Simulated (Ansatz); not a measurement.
# Converging the field response of a AgBr (001) film, part 2 of 3

Which settings does the induced dipole of a AgBr (001) film need, and which can be cut?

Ansatz 0.2.0; plane-wave DFT, PBE, Ansatz PAW (the session's first sound run).

So far, equivalent conductor thickness p/(ε₀AE) (Å): step 2 (run, setting first choice) 12.1; step 6 (single point, box 29.5 Å (run 2)) 13.1; step 7 (run, box 29.5 Å (run 3)) 12.4; step 8 (run, box 29.5 Å (run 4)) 12.2; step 9 (run, box 29.5 Å (run 5)) 12.1.

### 10. Single point, box 21.5 Å

The cell differs from the one that the last finished run ended in (c 29.540 → 21.540 Å).

Contents of input.yaml:

```yaml
crystal:
  lattice:
    - [4.08000613, 0.0, 0.0]
    - [0.0, 4.08000613, 0.0]
    - [0.0, 0.0, 21.54]
  atoms:
    - { symbol: Ag, position: [0.5, 0.5, 0.2321262767] }
    - { symbol: Br, position: [0.0, 0.0, 0.2321262767] }
    - { symbol: Ag, position: [0.0, 0.0, 0.3660631383] }
    - { symbol: Br, position: [0.5, 0.5, 0.3660631383] }
    - { symbol: Ag, position: [0.5, 0.5, 0.5] }
    - { symbol: Br, position: [0.0, 0.0, 0.5] }
    - { symbol: Ag, position: [0.0, 0.0, 0.6339368617] }
    - { symbol: Br, position: [0.5, 0.5, 0.6339368617] }
    - { symbol: Ag, position: [0.5, 0.5, 0.7678737233] }
    - { symbol: Br, position: [0.0, 0.0, 0.7678737233] }
kpoints:
  mp_grid: { grid: [6, 6, 1] }
hamiltonian:
  xc: pbe
scf:
  occupations: { method: fixed }
  convergence: { dr2_threshold: 1.0e-10 }
efield:
  axis: 3
  dipole_correction: true
  ramp_position: 0.97
  ramp_width: 0.06
  amplitude: 0.1
output:
  write_potential: true
  write_density: true
  volumetric_format: npy
```

Started as:

```sh
> ansatz run input.yaml --threads 4 --pin off --max-ram 6144MiB --backend cpu --events-out ev --progress --plain --runs-dir out
```

Numbers of over 12 decimals in the logs are rounded to 6 here.

Output:

```text
[...]
Crystal: 10 atoms, lattice volume = 358.565 Å³
Basis set: ecut = 420 eV, 7047 PW (Γ)
Bands: 78, of which v1, the nominal top of the filled ones, is band 65 counted from 1 (64 counted from 0)
Symmetry: 8 space group operations
k-points: 10 of 36
[...]
k-point 0: bands = [... 61 lower, 1.8760, 1.8760, 2.0277, 2.0687, 4.3816, 4.9027, 5.5509, 6.1010, ... 9 higher]
  k-point 1: bands = [... 61 lower, 2.4184, 2.5012, 2.7255, 2.7498, 5.2768, 5.5787, 6.1479, 6.5230, ... 9 higher]
  k-point 2: bands = [... 61 lower, 3.1759, 3.2382, 3.2813, 3.3592, 6.7412, 6.9601, 7.1299, 7.5687, ... 9 higher]
  k-point 9: bands = [... 61 lower, 1.6009, 1.9066, 2.0463, 2.1819, 5.1591, 5.5203, 5.7931, 6.6093, ... 9 higher]
[key lines of the parts left out:]
SCF converged after 13 iterations
Free energy (F): -51871.566125 eV
Fermi energy:    3.705581 eV
Dipole field:    D = 0.056285 V/Å  (p = 0.111531 e·Å, saw-weighted, corrected)
```

The job ended after 6.8 s (4 threads of Intel Xeon Platinum 8488C (Sapphire Rapids), shared host; peak memory 0.97 GiB).

The dipole corresponds to a conductor 12.124 Å thick, -0.05 % from the first choice, at 0.71 times its CPU time.

### 11. Single point, box 25.5 Å

The cell differs from the one that the last finished run ended in (c 21.540 → 25.540 Å).

input.yaml, the sections that differ from step 10:

```yaml
crystal:
  lattice:
    - [4.08000613, 0.0, 0.0]
    - [0.0, 4.08000613, 0.0]
    - [0.0, 0.0, 25.54]
  atoms:
    - { symbol: Ag, position: [0.5, 0.5, 0.2740798747] }
    - { symbol: Br, position: [0.0, 0.0, 0.2740798747] }
    - { symbol: Ag, position: [0.0, 0.0, 0.3870399374] }
    - { symbol: Br, position: [0.5, 0.5, 0.3870399374] }
    - { symbol: Ag, position: [0.5, 0.5, 0.5] }
    - { symbol: Br, position: [0.0, 0.0, 0.5] }
    - { symbol: Ag, position: [0.0, 0.0, 0.6129600626] }
    - { symbol: Br, position: [0.5, 0.5, 0.6129600626] }
    - { symbol: Ag, position: [0.5, 0.5, 0.7259201253] }
    - { symbol: Br, position: [0.0, 0.0, 0.7259201253] }
# kpoints, hamiltonian, scf, efield, output: as in step 10
```

Output:

```text
[...]
Crystal: 10 atoms, lattice volume = 425.150 Å³
Basis set: ecut = 420 eV, 8341 PW (Γ)
Bands: 78, of which v1, the nominal top of the filled ones, is band 65 counted from 1 (64 counted from 0)
Symmetry: 8 space group operations
k-points: 10 of 36
[...]
k-point 0: bands = [... 61 lower, 0.5035, 0.5035, 0.6551, 0.6962, 3.0103, 3.5277, 4.1784, 4.7322, ... 9 higher]
  k-point 1: bands = [... 61 lower, 1.0459, 1.1286, 1.3530, 1.3773, 3.9056, 4.2030, 4.7757, 5.1553, ... 9 higher]
  k-point 2: bands = [... 61 lower, 1.8033, 1.8656, 1.9088, 1.9867, 5.3679, 5.5880, 5.7591, 6.1967, ... 9 higher]
  k-point 9: bands = [... 61 lower, 0.2283, 0.5341, 0.6738, 0.8093, 3.7866, 4.1476, 4.4206, 5.2370, ... 9 higher]
[key lines of the parts left out:]
SCF converged after 12 iterations
Free energy (F): -51871.566008 eV
Fermi energy:    2.333026 eV
Dipole field:    D = 0.047494 V/Å  (p = 0.111590 e·Å, saw-weighted, corrected)
```

Wall time 7.8 s (4 threads); peak memory 1.1 GiB.

The dipole corresponds to a conductor 12.130 Å thick, +0.00 % from the first choice, at 0.83 times its CPU time.

### 12. Single point, box 37.5 Å

The cell differs from the one that the last finished run ended in (c 25.540 → 37.540 Å).

input.yaml, the sections that differ from step 11:

```yaml
crystal:
  lattice:
    - [4.08000613, 0.0, 0.0]
    - [0.0, 4.08000613, 0.0]
    - [0.0, 0.0, 37.54]
  atoms:
    - { symbol: Ag, position: [0.5, 0.5, 0.3462972829] }
    - { symbol: Br, position: [0.0, 0.0, 0.3462972829] }
    - { symbol: Ag, position: [0.0, 0.0, 0.4231486414] }
    - { symbol: Br, position: [0.5, 0.5, 0.4231486414] }
    - { symbol: Ag, position: [0.5, 0.5, 0.5] }
    - { symbol: Br, position: [0.0, 0.0, 0.5] }
    - { symbol: Ag, position: [0.0, 0.0, 0.5768513586] }
    - { symbol: Br, position: [0.5, 0.5, 0.5768513586] }
    - { symbol: Ag, position: [0.5, 0.5, 0.6537027171] }
    - { symbol: Br, position: [0.0, 0.0, 0.6537027171] }
# kpoints, hamiltonian, scf, efield, output: as in step 11
```

Output:

```text
[...]
Crystal: 10 atoms, lattice volume = 624.908 Å³
Basis set: ecut = 420 eV, 12253 PW (Γ)
Bands: 78, of which v1, the nominal top of the filled ones, is band 65 counted from 1 (64 counted from 0)
Symmetry: 8 space group operations
k-points: 10 of 36
[...]
k-point 0: bands = [... 61 lower, -1.8591, -1.8591, -1.7075, -1.6664, 0.6477, 1.1651, 1.8157, 2.3697, ... 9 higher]
  k-point 1: bands = [... 61 lower, -1.3167, -1.2340, -1.0096, -0.9853, 1.5431, 1.8403, 2.4131, 2.7929, ... 9 higher]
  k-point 2: bands = [... 61 lower, -0.5593, -0.4970, -0.4538, -0.3759, 3.0053, 3.2255, 3.3966, 3.8341, ... 9 higher]
  k-point 9: bands = [... 61 lower, -2.1343, -1.8285, -1.6888, -1.5533, 1.4240, 1.7850, 2.0580, 2.8745, ... 9 higher]
[key lines of the parts left out:]
SCF converged after 12 iterations
Free energy (F): -51871.566040 eV
Fermi energy:    -0.029574 eV
Dipole field:    D = 0.032313 V/Å  (p = 0.111590 e·Å, saw-weighted, corrected)
```

Elapsed: 12 s, on 4 threads; peak memory 1.5 GiB.

The dipole corresponds to a conductor 12.130 Å thick, +0.00 % from the first choice, at 1.2 times its CPU time.

### 13. Single point, box 29.5 Å (run 3)

input.yaml, the sections that differ from step 12:

```yaml
crystal:
  lattice:
    - [4.08000613, 0.0, 0.0]
    - [0.0, 4.08000613, 0.0]
    - [0.0, 0.0, 29.54]
  atoms:
    - { symbol: Ag, position: [0.5, 0.5, 0.3046716317] }
    - { symbol: Br, position: [0.0, 0.0, 0.3046716317] }
    - { symbol: Ag, position: [0.0, 0.0, 0.4023358158] }
    - { symbol: Br, position: [0.5, 0.5, 0.4023358158] }
    - { symbol: Ag, position: [0.5, 0.5, 0.5] }
    - { symbol: Br, position: [0.0, 0.0, 0.5] }
    - { symbol: Ag, position: [0.0, 0.0, 0.5976641842] }
    - { symbol: Br, position: [0.5, 0.5, 0.5976641842] }
    - { symbol: Ag, position: [0.5, 0.5, 0.6953283683] }
    - { symbol: Br, position: [0.0, 0.0, 0.6953283683] }
efield:
  axis: 3
  dipole_correction: true
  ramp_position: 0.97
  ramp_width: 0.06
  amplitude: 0.005
# kpoints, hamiltonian, scf, output: as in step 12
```

Output:

```text
[...]
Crystal: 10 atoms, lattice volume = 491.736 Å³
Basis set: ecut = 420 eV, 9611 PW (Γ)
Bands: 78, of which v1, the nominal top of the filled ones, is band 65 counted from 1 (64 counted from 0)
Symmetry: 8 space group operations
k-points: 10 of 36
[...]
k-point 0: bands = [... 61 lower, -0.5154, -0.4886, -0.3454, -0.3286, 2.0237, 2.5173, 3.1797, 3.7304, ... 9 higher]
  k-point 1: bands = [... 61 lower, 0.0501, 0.1076, 0.3588, 0.3612, 2.9344, 3.1786, 3.7766, 4.1540, ... 9 higher]
  k-point 2: bands = [... 61 lower, 0.7944, 0.8599, 0.9162, 0.9619, 4.4721, 4.4878, 4.7610, 5.2152, ... 9 higher]
  k-point 9: bands = [... 61 lower, -0.7784, -0.4579, -0.3313, -0.2024, 2.8079, 3.1283, 3.4224, 4.2341, ... 9 higher]
[key lines of the parts left out:]
SCF converged after 12 iterations
Free energy (F): -51871.560378 eV
Fermi energy:    1.303509 eV
Dipole field:    D = 0.002053 V/Å  (p = 0.005579 e·Å, saw-weighted, corrected)
```

Run time: 8.7 s. Hardware: 4 threads; peak memory 1.2 GiB.

The dipole corresponds to a conductor 12.129 Å thick, -0.01 % from the first choice, at 0.93 times its CPU time.

### 14. Single point, box 29.5 Å (run 4)

Changes to input.yaml since step 13:

```diff
@@ -28,3 +28,3 @@
   ramp_width: 0.06
-  amplitude: 0.005
+  amplitude: 0.03
 output:
```

Output:

```text
[...]
Crystal: 10 atoms, lattice volume = 491.736 Å³
Basis set: ecut = 420 eV, 9611 PW (Γ)
Bands: 78, of which v1, the nominal top of the filled ones, is band 65 counted from 1 (64 counted from 0)
Symmetry: 8 space group operations
k-points: 10 of 36
[...]
k-point 0: bands = [... 61 lower, -0.5138, -0.4901, -0.3459, -0.3259, 2.0224, 2.5182, 3.1795, 3.7305, ... 9 higher]
  k-point 1: bands = [... 61 lower, 0.0494, 0.1097, 0.3566, 0.3642, 2.9316, 3.1809, 3.7765, 4.1540, ... 9 higher]
  k-point 2: bands = [... 61 lower, 0.7950, 0.8603, 0.9149, 0.9645, 4.4461, 4.5133, 4.7607, 5.2106, ... 9 higher]
  k-point 9: bands = [... 61 lower, -0.7778, -0.4587, -0.3309, -0.2014, 2.8058, 3.1300, 3.4222, 4.2343, ... 9 higher]
[key lines of the parts left out:]
SCF converged after 12 iterations
Free energy (F): -51871.560866 eV
Fermi energy:    1.307290 eV
Dipole field:    D = 0.012318 V/Å  (p = 0.033474 e·Å, saw-weighted, corrected)
```

Run time: 8.8 s. Hardware: 4 threads; peak memory 1.2 GiB; 34 s of CPU time.

The dipole corresponds to a conductor 12.129 Å thick, -0.01 % from the first choice, at 0.94 times its CPU time.

### 15. Run, box 29.5 Å (run 6)

Changes to input.yaml since step 14:

```diff
@@ -28,3 +28,3 @@
   ramp_width: 0.06
-  amplitude: 0.03
+  amplitude: 0.3
 output:
```

Output:

```text
[...]
Crystal: 10 atoms, lattice volume = 491.736 Å³
Basis set: ecut = 420 eV, 9611 PW (Γ)
Bands: 78, of which v1, the nominal top of the filled ones, is band 65 counted from 1 (64 counted from 0)
Symmetry: 8 space group operations
k-points: 10 of 36
[...]
k-point 0: bands = [... 61 lower, -0.3941, -0.3941, -0.3205, -0.2005, 1.9116, 2.5864, 3.1615, 3.7395, ... 9 higher]
  k-point 1: bands = [... 61 lower, 0.0717, 0.2271, 0.3612, 0.4326, 2.7501, 3.3062, 3.7625, 4.1602, ... 9 higher]
  k-point 2: bands = [... 61 lower, 0.8318, 0.9008, 0.9573, 1.0920, 4.1284, 4.7081, 4.8076, 5.1609, ... 9 higher]
  k-point 9: bands = [... 61 lower, -0.7330, -0.5185, -0.2931, -0.1216, 2.6573, 3.2467, 3.3989, 4.2532, ... 9 higher]
[key lines of the parts left out:]
SCF converged after 12 iterations
Free energy (F): -51871.610589 eV
Fermi energy:    1.432928 eV
Dipole field:    D = 0.123243 V/Å  (p = 0.334914 e·Å, saw-weighted, corrected)
```

Wall time 9.2 s (4 threads); peak memory 1.2 GiB; 35 s of CPU time.

The dipole corresponds to a conductor 12.135 Å thick, +0.04 % from the first choice, at 0.98 times its CPU time.

### 16. Run, box 29.5 Å (run 7)

Changes to input.yaml since step 15:

```diff
@@ -22,3 +22,3 @@
   occupations: { method: fixed }
-  convergence: { dr2_threshold: 1.0e-10 }
+  convergence: { dr2_threshold: 0.0001 }
 efield:
@@ -28,3 +28,3 @@
   ramp_width: 0.06
-  amplitude: 0.3
+  amplitude: 0.1
 output:
```

Output:

```text
[...]
Crystal: 10 atoms, lattice volume = 491.736 Å³
Basis set: ecut = 420 eV, 9611 PW (Γ)
Bands: 78, of which v1, the nominal top of the filled ones, is band 65 counted from 1 (64 counted from 0)
Symmetry: 8 space group operations
k-points: 10 of 36
[...]
k-point 0: bands = [... 61 lower, -0.4992, -0.4992, -0.3473, -0.3062, 2.0077, 2.5251, 3.1759, 3.7297, ... 9 higher]
  k-point 1: bands = [... 61 lower, 0.0432, 0.1260, 0.3504, 0.3747, 2.9030, 3.2003, 3.7732, 4.1529, ... 9 higher]
  k-point 2: bands = [... 61 lower, 0.8006, 0.8632, 0.9062, 0.9841, 4.3652, 4.5855, 4.7565, 5.1941, ... 9 higher]
  k-point 9: bands = [... 61 lower, -0.7743, -0.4683, -0.3287, -0.1930, 2.7840, 3.1450, 3.4182, 4.2345, ... 9 higher]
[key lines of the parts left out:]
SCF converged after 7 iterations
Free energy (F): -51871.565943 eV
Fermi energy:    1.330575 eV
Dipole field:    D = 0.041098 V/Å  (p = 0.111683 e·Å, saw-weighted, corrected)
```

It took 7.5 s on 4 threads; peak memory 1.2 GiB; 29 s of CPU time.

The dipole corresponds to a conductor 12.140 Å thick, +0.09 % from the first choice, at 0.80 times its CPU time.

### 17. Run, box 29.5 Å (run 8)

Changes to input.yaml since step 16:

```diff
@@ -22,3 +22,3 @@
   occupations: { method: fixed }
-  convergence: { dr2_threshold: 0.0001 }
+  convergence: { dr2_threshold: 1.0e-06 }
 efield:
```

Output:

```text
[...]
Crystal: 10 atoms, lattice volume = 491.736 Å³
Basis set: ecut = 420 eV, 9611 PW (Γ)
Bands: 78, of which v1, the nominal top of the filled ones, is band 65 counted from 1 (64 counted from 0)
Symmetry: 8 space group operations
k-points: 10 of 36
[...]
k-point 0: bands = [... 61 lower, -0.4980, -0.4980, -0.3462, -0.3052, 2.0090, 2.5264, 3.1771, 3.7309, ... 9 higher]
  k-point 1: bands = [... 61 lower, 0.0445, 0.1272, 0.3516, 0.3759, 2.9044, 3.2016, 3.7744, 4.1542, ... 9 higher]
  k-point 2: bands = [... 61 lower, 0.8019, 0.8643, 0.9074, 0.9853, 4.3667, 4.5867, 4.7578, 5.1954, ... 9 higher]
  k-point 9: bands = [... 61 lower, -0.7730, -0.4671, -0.3276, -0.1919, 2.7854, 3.1462, 3.4193, 4.2357, ... 9 higher]
[key lines of the parts left out:]
SCF converged after 8 iterations
Free energy (F): -51871.565943 eV
Fermi energy:    1.331685 eV
Dipole field:    D = 0.041015 V/Å  (p = 0.111458 e·Å, saw-weighted, corrected)
```

It took 8 s on 4 threads; peak memory 1.2 GiB; 31 s of CPU time.

The dipole corresponds to a conductor 12.116 Å thick, -0.12 % from the first choice, at 0.86 times its CPU time.

### 18. Run, box 29.5 Å (run 9)

Changes to input.yaml since step 17:

```diff
@@ -22,3 +22,3 @@
   occupations: { method: fixed }
-  convergence: { dr2_threshold: 1.0e-06 }
+  convergence: { dr2_threshold: 1.0e-08 }
 efield:
```

Output:

```text
[...]
Crystal: 10 atoms, lattice volume = 491.736 Å³
Basis set: ecut = 420 eV, 9611 PW (Γ)
Bands: 78, of which v1, the nominal top of the filled ones, is band 65 counted from 1 (64 counted from 0)
Symmetry: 8 space group operations
k-points: 10 of 36
[...]
k-point 0: bands = [... 61 lower, -0.4974, -0.4974, -0.3457, -0.3046, 2.0095, 2.5268, 3.1775, 3.7315, ... 9 higher]
  k-point 1: bands = [... 61 lower, 0.0450, 0.1278, 0.3521, 0.3764, 2.9049, 3.2021, 3.7749, 4.1547, ... 9 higher]
  k-point 2: bands = [... 61 lower, 0.8025, 0.8648, 0.9079, 0.9859, 4.3670, 4.5872, 4.7584, 5.1959, ... 9 higher]
  k-point 9: bands = [... 61 lower, -0.7725, -0.4667, -0.3271, -0.1915, 2.7858, 3.1468, 3.4197, 4.2362, ... 9 higher]
[key lines of the parts left out:]
SCF converged after 10 iterations
Free energy (F): -51871.565943 eV
Fermi energy:    1.332199 eV
Dipole field:    D = 0.041064 V/Å  (p = 0.111592 e·Å, saw-weighted, corrected)
```

The job ended after 8.1 s (4 threads; peak memory 1.2 GiB; 31 s of CPU time).

The dipole corresponds to a conductor 12.130 Å thick, +0.00 % from the first choice, at 0.87 times its CPU time.

### 19. Single point, box 29.5 Å (run 5)

This step: plane-wave DFT, LDA, Ansatz PAW (Ansatz 0.2.0).

Changes to input.yaml since step 18:

```diff
@@ -19,6 +19,6 @@
 hamiltonian:
-  xc: pbe
+  xc: lda
 scf:
   occupations: { method: fixed }
-  convergence: { dr2_threshold: 1.0e-08 }
+  convergence: { dr2_threshold: 1.0e-10 }
 efield:
```

Output:

```text
[...]
Crystal: 10 atoms, lattice volume = 491.736 Å³
Basis set: ecut = 420 eV, 9611 PW (Γ)
Bands: 78, of which v1, the nominal top of the filled ones, is band 65 counted from 1 (64 counted from 0)
Symmetry: 8 space group operations
k-points: 10 of 36
[...]
k-point 0: bands = [... 61 lower, -0.8207, -0.8207, -0.7332, -0.6929, 1.4244, 1.9851, 2.6243, 3.2203, ... 9 higher]
  k-point 1: bands = [... 61 lower, -0.2831, -0.1994, 0.0150, 0.0374, 2.3676, 2.6700, 3.2354, 3.6372, ... 9 higher]
  k-point 2: bands = [... 61 lower, 0.4726, 0.5388, 0.5875, 0.6643, 3.8708, 4.0688, 4.2250, 4.6686, ... 9 higher]
  k-point 9: bands = [... 61 lower, -1.1319, -0.8167, -0.7031, -0.5618, 2.2251, 2.6010, 2.8729, 3.7207, ... 9 higher]
[key lines of the parts left out:]
SCF converged after 12 iterations
Free energy (F): -50761.263788 eV
Fermi energy:    1.015339 eV
Dipole field:    D = 0.041502 V/Å  (p = 0.112781 e·Å, saw-weighted, corrected)
```

Elapsed: 8.8 s, on 4 threads; peak memory 1.2 GiB.

The dipole corresponds to a conductor 12.260 Å thick, +1.07 % from the first choice, at 0.94 times its CPU time.

(Part 2 of 3 ends here.)

[Logs are printed without paths, hosts, clocks, repeated set-up lines and the standing remarks that a program may print on its own settings, such as how far it seeks lower states.]

[Hosts, paths, dates, database ids (printed as entryN), source tags and the programs' standing remarks are cut or masked in the printed files.]

[Maps of the electrostatic potential energy from Ansatz leave out the sawtooth potential of an applied field or a dipole correction, so their vacuum need not be flat; planar profiles and work functions include it.]
